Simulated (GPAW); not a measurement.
# CdS (Hawleyite) (F-43m) in GPAW: notebook, part 2 of 2

GPAW 26.7.0. The steps go on from the part before.

**4. Relaxation of cell and atoms, revPBE, target pressure -2 GPa, at which the enthalpy is minimised**

The input, run.py:

```python
from ase.filters import FrechetCellFilter
from ase.io import read, write
from ase.optimize import LBFGS
from ase.units import GPa
from gpaw import GPAW, PW

atoms = read('POSCAR')

calc = GPAW(mode=PW(600),
            xc='revPBE',
            kpts={'size': (8, 8, 8), 'gamma': True},
            occupations={'name': 'fermi-dirac', 'width': 0.05},
            nbands=18,
            convergence={'density': 1e-05, 'forces': 0.0001},
            maxiter=150,
            txt='gpaw.txt')
atoms.calc = calc
opt = LBFGS(FrechetCellFilter(atoms, scalar_pressure=-2 * GPa), trajectory='relax.traj', logfile='-')
done = opt.run(fmax=0.01, steps=100)
calc.write('gs.gpw')
write('result.traj', atoms)
print('Converged:', done)
print('Cell:', atoms.cell.cellpar().round(4))
print('Volume:', round(atoms.get_volume(), 4))
print(atoms.get_scaled_positions().round(5))
```

The input, POSCAR:

```
CdS
1.0
    0.0000000000      2.9165000000      2.9165000000
    2.9165000000      0.0000000000      2.9165000000
    2.9165000000      2.9165000000      0.0000000000
Cd S
1 1
Direct
    0.0000000000      0.0000000000      0.0000000000
    0.7500000000      0.7500000000      0.7500000000
```

Potentials or basis: the program's PAW data sets (release 1.2.1) made for this functional, pw.

The run is started by

```bash
OMP_NUM_THREADS=1 python run.py
```

gpaw.txt:

```text
__  _  _
 | _ |_)|_||  |
 |__||  | ||/\| - 26.7.0

Input parameters:
  mode=PW(ecut=600.0),
  convergence={'density': 1e-05, 'forces': 0.0001},
  kpts=MonkhorstPack(size=(8, 8, 8), gamma=True),
  maxiter=150,
  nbands=18,
  occupations=Occupations(name='fermi-dirac', width=0.05),
  xc=XC(name='revPBE')

Diagonalizing LCAO Hamiltonian
Converting LCAO to pw mode

                     S

       Cd

Atoms  # Å, Bohr magnetons
|   | symbol |        x |        y |        z |    initial magnetic moments |
|---|--------|----------|----------|----------|-----------------------------|
| 0 |     Cd | 0.000000 | 0.000000 | 0.000000 | ( 0.0000,  0.0000,  0.0000) |
| 1 |      S | 4.374750 | 4.374750 | 4.374750 | ( 0.0000,  0.0000,  0.0000) |

Unit cell  # Å
| periodic |        x |        y |        z |  lengths |    angles |
|----------|----------|----------|----------|----------|-----------|
|      yes | 0.000000 | 2.916500 | 2.916500 | 4.124554 | 60.000000 |
|      yes | 2.916500 | 0.000000 | 2.916500 | 4.124554 | 60.000000 |
|      yes | 2.916500 | 2.916500 | 0.000000 | 4.124554 | 60.000000 |

Number of symmetries: 24
Symmetry operations  # r_c * U_cc + t_c -> r_c
|    | kind |            matrix            |
|----|------|------------------------------|
|  0 |  E   |  1, 0, 0,  0, 1, 0,  0, 0, 1 |
|  1 |  σ   |  1, 0, 0,  0, 0, 1,  0, 1, 0 |
|  2 |  σ   |  1, 0,-1,  0, 1,-1,  0, 0,-1 |
|  3 |  C3  |  1, 0,-1,  0, 0,-1,  0, 1,-1 |
|  4 |  C3  |  1,-1, 0,  0,-1, 1,  0,-1, 0 |
|  5 |  σ   |  1,-1, 0,  0,-1, 0,  0,-1, 1 |
|  6 |  σ   |  0, 1, 0,  1, 0, 0,  0, 0, 1 |
|  7 |  C3  |  0, 1, 0,  0, 0, 1,  1, 0, 0 |
|  8 |  C2  |  0, 1,-1,  1, 0,-1,  0, 0,-1 |
[... 209 lines left out ...]
Stress tensor  # eV/Ang^3
|         x |         y |         z |
|-----------|-----------|-----------|
| -0.026491 |  0.000000 | -0.000000 |
|  0.000000 | -0.026491 |  0.000000 |
| -0.000000 |  0.000000 | -0.026491 |

Forces  # eV/Ang
|       x |        y |       z |
|---------|----------|---------|
[... 283 lines left out ...]
|  4 |  C3  |  1,-1, 0,  0,-1, 1,  0,-1, 0 |
|  5 |  σ   |  1,-1, 0,  0,-1, 0,  0,-1, 1 |
|  6 |  σ   |  0, 1, 0,  1, 0, 0,  0, 0, 1 |
|  7 |  C3  |  0, 1, 0,  0, 0, 1,  1, 0, 0 |
|  8 |  C2  |  0, 1,-1,  1, 0,-1,  0, 0,-1 |
[... 203 lines left out ...]
Gap: 1.038 eV
Transition (v -> c):
  (s=0, k=0, n=8, [0.00, 0.00, 0.00]) -> (s=0, k=0, n=9, [0.00, 0.00, 0.00])
No difference between direct/indirect transitions

Stress tensor  # eV/Ang^3
|         x |         y |        z |
|-----------|-----------|----------|
|  0.008858 | -0.000000 | 0.000000 |
| -0.000000 |  0.008858 | 0.000000 |
|  0.000000 |  0.000000 | 0.008858 |

Forces  # eV/Ang
|        x |        y |        z |
|----------|----------|----------|
| -0.00000 | -0.00000 |  0.00000 |  # Cd   0
|  0.00000 | -0.00000 | -0.00000 |  # S    1
[... 7 lines left out ...]
Atoms  # Å, Bohr magnetons
|   | symbol |         x |         y |         z |    initial magnetic moments |
|---|--------|-----------|-----------|-----------|-----------------------------|
| 0 |     Cd | -0.000000 | -0.000000 | -0.000000 | ( 0.0000,  0.0000,  0.0000) |
| 1 |      S |  4.547133 |  4.547133 |  4.547133 | ( 0.0000,  0.0000,  0.0000) |

Unit cell  # Å
| periodic |        x |        y |         z |  lengths |    angles |
|----------|----------|----------|-----------|----------|-----------|
|      yes | 0.000000 | 3.031422 |  3.031422 | 4.287078 | 60.000000 |
|      yes | 3.031422 | 0.000000 |  3.031422 | 4.287078 | 60.000000 |
|      yes | 3.031422 | 3.031422 | -0.000000 | 4.287078 | 60.000000 |

Number of symmetries: 24
Symmetry operations  # r_c * U_cc + t_c -> r_c
|    | kind |            matrix            |
|----|------|------------------------------|
|  0 |  E   |  1, 0, 0,  0, 1, 0,  0, 0, 1 |
|  1 |  σ   |  1, 0, 0,  0, 0, 1,  0, 1, 0 |
|  2 |  σ   |  1, 0,-1,  0, 1,-1,  0, 0,-1 |
|  3 |  C3  |  1, 0,-1,  0, 0,-1,  0, 1,-1 |
|  4 |  C3  |  1,-1, 0,  0,-1, 1,  0,-1, 0 |
|  5 |  σ   |  1,-1, 0,  0,-1, 0,  0,-1, 1 |
|  6 |  σ   |  0, 1, 0,  1, 0, 0,  0, 0, 1 |
|  7 |  C3  |  0, 1, 0,  0, 0, 1,  1, 0, 0 |
|  8 |  C2  |  0, 1,-1,  1, 0,-1,  0, 0,-1 |
[... 226 lines left out ...]
Atoms  # Å, Bohr magnetons
|   | symbol |         x |         y |         z |    initial magnetic moments |
|---|--------|-----------|-----------|-----------|-----------------------------|
| 0 |     Cd | -0.000000 | -0.000000 | -0.000000 | ( 0.0000,  0.0000,  0.0000) |
| 1 |      S |  4.549839 |  4.549839 |  4.549839 | ( 0.0000,  0.0000,  0.0000) |

Unit cell  # Å
| periodic |        x |         y |        z |  lengths |    angles |
|----------|----------|-----------|----------|----------|-----------|
|      yes | 0.000000 |  3.033226 | 3.033226 | 4.289630 | 60.000000 |
|      yes | 3.033226 | -0.000000 | 3.033226 | 4.289630 | 60.000000 |
|      yes | 3.033226 |  3.033226 | 0.000000 | 4.289630 | 60.000000 |

Number of symmetries: 24
Symmetry operations  # r_c * U_cc + t_c -> r_c
|    | kind |            matrix            |
|----|------|------------------------------|
|  0 |  E   |  1, 0, 0,  0, 1, 0,  0, 0, 1 |
|  1 |  σ   |  1, 0, 0,  0, 0, 1,  0, 1, 0 |
|  2 |  σ   |  1, 0,-1,  0, 1,-1,  0, 0,-1 |
|  3 |  C3  |  1, 0,-1,  0, 0,-1,  0, 1,-1 |
|  4 |  C3  |  1,-1, 0,  0,-1, 1,  0,-1, 0 |
|  5 |  σ   |  1,-1, 0,  0,-1, 0,  0,-1, 1 |
|  6 |  σ   |  0, 1, 0,  1, 0, 0,  0, 0, 1 |
|  7 |  C3  |  0, 1, 0,  0, 0, 1,  1, 0, 0 |
|  8 |  C2  |  0, 1,-1,  1, 0,-1,  0, 0,-1 |
[... 213 lines left out ...]
Forces  # eV/Ang
|        x |        y |        z |
|----------|----------|----------|
| -0.00000 | -0.00000 |  0.00000 |  # Cd   0
| -0.00000 | -0.00000 | -0.00000 |  # S    1

# Writing to gs.gpw (mode='')
```

stdout:

```text
Step          Energy          fmax
LBFGS:    0       -6.355563        0.966857
LBFGS:    1       -6.391873        0.773624
LBFGS:    2       -6.463326        0.099739
LBFGS:    3       -6.464883        0.012662
LBFGS:    4       -6.464927        0.000270
Converged: True
Cell: [ 4.2896  4.2896  4.2896 60.     60.     60.    ]
Volume: 55.8142
[[0.   0.   0.  ]
 [0.75 0.75 0.75]]
```

It took 75 s on 1 thread of Arm Neoverse V1, shared host; peak memory 0.23 GiB.

What came out:

| Property | Result |
| --- | --- |
| Free energy | -5.7682 eV |
| Relaxed volume | 27.91 Å³/atom |
| Relaxed cell | a = 4.290 Å, b = 4.290 Å, c = 4.290 Å, α = 60.00°, β = 60.00°, γ = 60.00° |
| Space group after relaxing (to 0.05 Å) | F-43m (No. 216) |
| Energy change on relaxing (the enthalpy is what falls) | -16.0 meV/atom |
| Ionic steps | 5 |
| Pressure after relaxing | -2.0 GPa |
| Band gap on the k mesh | 1.01 eV, direct |

The path:
```tsv
step	energy change (eV)	largest force (eV/Å)	pressure (GPa)	volume (Å³)
1	0.0000	0.0000	4.24	49.62
2	-0.0233	0.0000	2.89	50.65
3	-0.0401	0.0000	-1.42	55.03
4	-0.0332	0.0000	-1.93	55.71
5	-0.0320	0.0000	-2.00	55.81
```

Final structure:
```
CELL_PARAMETERS angstrom
0.00000 3.03323 3.03323
3.03323 0.00000 3.03323
3.03323 3.03323 0.00000
ATOMIC_POSITIONS crystal
Cd 0.00000 0.00000 0.00000
S 0.75000 0.75000 0.75000
```

Levels at points of the mesh, in eV from the valence-band top:
```tsv
k point	band 7	band 8	band 9	band 10	band 11	band 12
(0.00, 0.00, 0.00)	0.00	0.00	0.00	1.01	6.56	6.56
(0.50, 0.50, 0.00)	-3.43	-1.50	-1.50	3.87	4.22	8.92
(0.50, 0.50, 0.50)	-3.71	-0.60	-0.60	2.90	7.01	7.01
```

Caveat: later steps reuse the first step's grids. Zero-point motion and thermal expansion aren't in these numbers.

**5. Overview**

| level | potentials or basis | cell | optimizer | fmax | max steps | target pressure | gap on the mesh (eV) | pressure (GPa) | relaxed volume (Å³/atom) |
| --- | --- | --- | --- | --- | --- | --- | --- | --- | --- |
| PBEsol | PAW data sets generated in the run's folder for this functional, pw | relaxed | BFGS | 0.05 eV/Å | 40 | - | 1.00 | 0.0 | 24.61 |
| RPBE | the program's PAW data sets (release 1.2.1) made for this functional, pw | relaxed | FIRE | 0.05 eV/Å | 60 | - | 1.11 | -0.3 | 27.14 |
| revPBE | the program's PAW data sets (release 1.2.1) made for this functional, pw | relaxed to -2 GPa | LBFGS | 0.01 eV/Å | 100 | -2 GPa | 1.01 | -2.0 | - |

Alike in all rows: task relaxation of cell and atoms; no spin polarisation; k mesh 8 × 8 × 8; cutoff (eV) 600; smearing fermi-dirac 0.05 eV.

Caveats: later steps reuse the first step's grids.

Absolute energies hang on the potentials; compare differences alone.
